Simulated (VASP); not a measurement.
# VASP 6.6.1 run: LiBr

INCAR

```
LWAVE = .FALSE.
NBANDS = 12
EDIFF = 1E-7
METAGGA = R2SCAN
PREC = Accurate
LCHARG = .FALSE.
NSW = 0
ISMEAR = -5
LASPH = .TRUE.
ENCUT = 350
ALGO = Fast
LREAL = .FALSE.
ISIF = 2
SIGMA = 0.1
IBRION = -1
NELM = 120
```

KPOINTS

```
KPOINTS created by Atomic Simulation Environment
0
Gamma
8 8 8
0 0 0
```

POSCAR

```
Li Br
 1.0000000000000000
     0.0000000000000000    2.7258672215000002    2.7258672215000002
     2.7258672215000002    0.0000000000000000    2.7258672215000002
     2.7258672215000002    2.7258672215000002    0.0000000000000000
 Li  Br
   1   1
Cartesian
  0.0000000000000000  0.0000000000000000  0.0000000000000000
  2.7258672215000002  2.7258672215000002  2.7258672215000002
```

The recommended PBE PAW datasets give the neutral cell 10 valence electrons.

Command

```
mpirun -np 1 vasp_std
```

OSZICAR

```
N       E                     dE             d eps       ncg     rms          rms(c)
DAV:   1     0.179395745026E+02    0.17940E+02   -0.29559E+03   696   0.569E+02
DAV:   2    -0.189870688119E+02   -0.36927E+02   -0.35705E+02   852   0.123E+02
DAV:   3    -0.209227662271E+02   -0.19357E+01   -0.19321E+01   880   0.278E+01
DAV:   4    -0.209705535821E+02   -0.47787E-01   -0.47781E-01   908   0.462E+00
DAV:   5    -0.209713872486E+02   -0.83367E-03   -0.83366E-03   920   0.489E-01    0.205E+00
RMM:   6    -0.193351563250E+02    0.16362E+01   -0.25127E-01   818   0.385E+00    0.141E+00
RMM:   7    -0.193435570001E+02   -0.84007E-02   -0.20301E-01   852   0.293E+00    0.565E-01
RMM:   8    -0.193321709458E+02    0.11386E-01   -0.23779E-02   869   0.141E+00    0.453E-01
RMM:   9    -0.193373416904E+02   -0.51707E-02   -0.15540E-02   940   0.835E-01    0.343E-01
RMM:  10    -0.193340071251E+02    0.33346E-02   -0.64903E-03   954   0.522E-01    0.846E-02
...
RMM:  21    -0.193343394506E+02    0.19070E-04   -0.12287E-05  1089   0.270E-02    0.199E-02
RMM:  22    -0.193343232427E+02    0.16208E-04   -0.88886E-06  1089   0.228E-02    0.107E-02
RMM:  23    -0.193343067497E+02    0.16493E-04   -0.69489E-06  1108   0.207E-02    0.375E-03
RMM:  24    -0.193343002268E+02    0.65229E-05   -0.33531E-06  1008   0.139E-02    0.361E-03
RMM:  25    -0.193342984503E+02    0.17765E-05   -0.21100E-06   943   0.982E-03    0.324E-03
RMM:  26    -0.193342974392E+02    0.10111E-05   -0.11599E-06   939   0.715E-03    0.268E-03
RMM:  27    -0.193342978036E+02   -0.36443E-06   -0.66054E-07   876   0.530E-03    0.139E-03
RMM:  28    -0.193342985413E+02   -0.73766E-06   -0.30836E-07   724   0.373E-03    0.807E-04
RMM:  29    -0.193342984503E+02    0.90974E-07   -0.14854E-07   663   0.284E-03
   1 F= -.19334298E+02 E0= -.19334298E+02  d E =0.000000E+00
```

Standard output (part)

```
POSCAR found type information on POSCAR LiBr
 POSCAR found :  2 types and       2 ions
 LDA part: xc-table for (None), standard interpolation
 POSCAR, INCAR and KPOINTS ok, starting setup
 WAVECAR not read
 entering main loop
WARNING in EDDRMM: call to ZHEGV failed, returncode =   8  4     11
```

From OUTCAR

```
k-points           NKPTS =     29   k-points in BZ     NKDIM =     29   number of bands    NBANDS=     12

   NELECT =      10.0000    total number of electrons

   dimension x,y,z NGX =    24 NGY =   24 NGZ =   24
   dimension x,y,z NGXF=    48 NGYF=   48 NGZF=   48

  energy-cutoff  :      350.00
  volume of cell :       40.51
      direct lattice vectors                 reciprocal lattice vectors
     0.000000000  2.725867222  2.725867222    -0.183427863  0.183427863  0.183427863
     2.725867222  0.000000000  2.725867222     0.183427863 -0.183427863  0.183427863
     2.725867222  2.725867222  0.000000000     0.183427863  0.183427863 -0.183427863

 k-points in reciprocal lattice and weights: KPOINTS created by Atomic Simulation Env
   0.00000000  0.00000000  0.00000000       0.002
   0.12500000  0.00000000  0.00000000       0.016
   0.25000000  0.00000000  0.00000000       0.016
   0.37500000  0.00000000  0.00000000       0.016
   0.50000000  0.00000000  0.00000000       0.008
   0.12500000  0.12500000  0.00000000       0.012
   0.25000000  0.12500000  0.00000000       0.047
   0.37500000  0.12500000  0.00000000       0.047
   ...

 E-fermi :   0.1688

 k-point     1 :       0.0000    0.0000    0.0000
  band No.  band energies     occupation
      1     -45.7897      2.00000
      2     -13.8284      2.00000
      3       0.1542      2.00000
      4       0.1542      2.00000
      5       0.1542      2.00000
      6       6.4327      0.00000
      7      11.3673      0.00000
      8      11.3673      0.00000
      9      11.3673      0.00000
     10      13.7538      0.00000
     11      13.7538      0.00000
     12      13.7547      0.00000

 k-point     2 :       0.1250    0.0000    0.0000
  band No.  band energies     occupation
      1     -45.7866      2.00000
      2     -13.7579      2.00000
      3      -0.4137      2.00000
      4       0.1072      2.00000
      5       0.1072      2.00000
      6       6.9202      0.00000
      7      10.7114      0.00000
      8      11.3022      0.00000
      9      11.3024      0.00000
     10      12.4717      0.00000
     11      12.4719      0.00000
     12      14.1713      0.00000

 k-point     3 :       0.2500    0.0000    0.0000
  band No.  band energies     occupation
      1     -45.7869      2.00000
      2     -13.5833      2.00000
      3      -1.5265      2.00000
      4      -0.0000      2.00000
      5      -0.0000      2.00000
      6       7.1432      0.00000
      7      10.1932      0.00000
      8      10.1936      0.00000
      9      11.0185      0.00000
     10      13.3564      0.00000
     11      13.3565      0.00000
     12      14.7491      0.00000

 k-point     4 :       0.3750    0.0000    0.0000
  band No.  band energies     occupation
      1     -45.7874      2.00000
      2     -13.3947      2.00000
      3      -2.4485      2.00000
      4      -0.0992      2.00000
      5      -0.0992      2.00000
      6       6.7461      0.00000
      7       9.3367      0.00000
      8       9.3371      0.00000
      9      12.7046      0.00000
     10      15.2036      0.00000
     11      15.2036      0.00000
     12      15.3655      0.00000

 ...

  Total       -0.3144724     -0.3144724     -0.3144724     -0.0000000      0.0000000     -0.0000000
  in kB      -12.4379551    -12.4379551    -12.4379551     -0.0000000      0.0000000     -0.0000000
  external PRESSURE =     -12.4379551 kB  Pullay stress =       0.0000000 kB

 POSITION                                       TOTAL-FORCE (eV/Angst)
 -----------------------------------------------------------------------------------
      0.00000      0.00000      0.00000         0.000000      0.000000      0.000000
      2.72587      2.72587      2.72587         0.000000      0.000000      0.000000
 -----------------------------------------------------------------------------------
    total drift:                                0.000000     -0.000000      0.000000

  FREE ENERGIE OF THE ION-ELECTRON SYSTEM (eV)
  ---------------------------------------------------
  free  energy   TOTEN  =       -19.3342984503 eV

  energy  without entropy=      -19.3342984503  energy(sigma->0) =      -19.33429845
```

It converged. Results: gap between bands v and c on the k mesh 6.28 eV; least direct gap on the k mesh 6.28 eV; pressure -1.2 GPa. Band v is the last that the valence electrons fill when counted band by band, and c is the next.

These settings aren't sound, so the numbers aren't properties of the crystal.

On sound settings r²SCAN gives a gap of 6.01 eV on its mesh and a pressure of 0.1 GPa for the intended cell.

The run took about 50 s on one core of a shared host (Intel Xeon Platinum 8488C) and held 0.14 GiB at most.
